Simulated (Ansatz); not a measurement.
NbAs:

```xyz
4
Lattice="-1.7259 1.7259 5.8400 1.7259 -1.7259 5.8400 1.7259 1.7259 -5.8400" Properties=species:S:1:pos:R:3 pbc="T T T"
Nb    0.0000    1.7259    0.0000
Nb    0.0000    0.0000    8.7600
As    0.0000    1.7259    4.8589
As    0.0000    0.0000    1.9389
```

Program: Ansatz 0.2.0. Alike in all runs: potentials or basis Ansatz PAW; cell as given. Hardware: 2 threads of Intel(R) Xeon(R) 6975P-C (Granite Rapids), with other jobs on the host.

Task: Order these runs on this cell by their wall time, lowest first.
A. task band structure; level r2SCAN; spin off; k mesh 11 × 11 × 11; cutoff (eV) 500; smearing fermi-dirac 0.05 eV; points for each segment of the path 14
B. task band structure; level r2SCAN; spin SOC, no magnetisation; k mesh 8 × 8 × 8; cutoff (eV) 500; smearing fermi-dirac 0.05 eV; points for each segment of the path 14
C. task single point; level PBE; spin off; k mesh 11 × 11 × 11; cutoff (eV) 420; smearing gaussian 0.02 eV

Result: C (6.4 s), A (27 s), B (120 s).
